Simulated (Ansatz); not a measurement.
# SiNi: the cost of one run

Computed with Ansatz 0.2.0 (DFT r2SCAN, scalar-relativistic, plane waves, PAW, unless a step's input says otherwise).

### Step 1. The system as given

The structure is orthorhombic, space group Pnma (No. 62). The conventional cell has a = 5.173 Å, b = 3.338 Å, c = 5.605 Å, α = 90.00°, β = 90.00°, γ = 90.00°. Si (site symmetry m) has 6 Ni at 2.28 to 2.40 Å as nearest neighbours. Ni (site symmetry m) is surrounded by 6 Si at 2.28 to 2.40 Å.

As a file:

```cif
data_structure
_symmetry_space_group_name_H-M 'Pnma'
_symmetry_Int_Tables_number 62
_cell_length_a 5.1731
_cell_length_b 3.3381
_cell_length_c 5.6049
_cell_angle_alpha 90.000
_cell_angle_beta 90.000
_cell_angle_gamma 90.000
_cell_volume 96.79
loop_
_atom_site_label
_atom_site_type_symbol
_atom_site_symmetry_multiplicity
_atom_site_Wyckoff_symbol
_atom_site_fract_x
_atom_site_fract_y
_atom_site_fract_z
_atom_site_occupancy
Si1 Si 4 c 0.32128 0.75000 0.08250 1
Ni1 Ni 4 c 0.00779 0.25000 0.18752 1
```

(A quick probe on a coarse mesh, which set the mesh and smearing, is not shown.)

### Step 3. Relaxing cell and atoms

input.yaml reads:

```yaml
crystal:
  lattice:
    - [5.1731, 0.0, 0.0]
    - [0.0, 3.3381, 0.0]
    - [0.0, 0.0, 5.6049]
  atoms:
    - { symbol: Si, position: [0.32128, 0.75, 0.0825] }
    - { symbol: Si, position: [0.17872, 0.25, 0.5825] }
    - { symbol: Si, position: [0.82128, 0.75, 0.4175] }
    - { symbol: Si, position: [0.67872, 0.25, 0.9175] }
    - { symbol: Ni, position: [0.00779, 0.25, 0.18752] }
    - { symbol: Ni, position: [0.49221, 0.75, 0.68752] }
    - { symbol: Ni, position: [0.50779, 0.25, 0.31248] }
    - { symbol: Ni, position: [0.99221, 0.75, 0.81248] }
basis:
  ecutwfc: 500
kpoints:
  mp_grid: { grid: [8, 12, 8] }
hamiltonian:
  xc: r2scan
scf:
  occupations: { method: gaussian, width: 0.1 }
output:
  forces: true
  stress: true
  eigenvalues: true
relax:
  adjacent_minimum: "off"
  f_tol: 0.01
  max_steps: 80
  cell: { stress_tol: 0.05 }
```

Launch:

```sh
> ansatz run input.yaml --threads 1 --pin off --max-ram 3072MiB --backend cpu --events-out ev --progress --plain --runs-dir out
```

**Question.** How long does this run take on 1 thread of Intel Xeon Platinum 8259CL at 2.50GHz (Skylake/Cascade Lake), shared host, and how much memory does it need?

About 13 min, with a peak of 1.2 GiB.
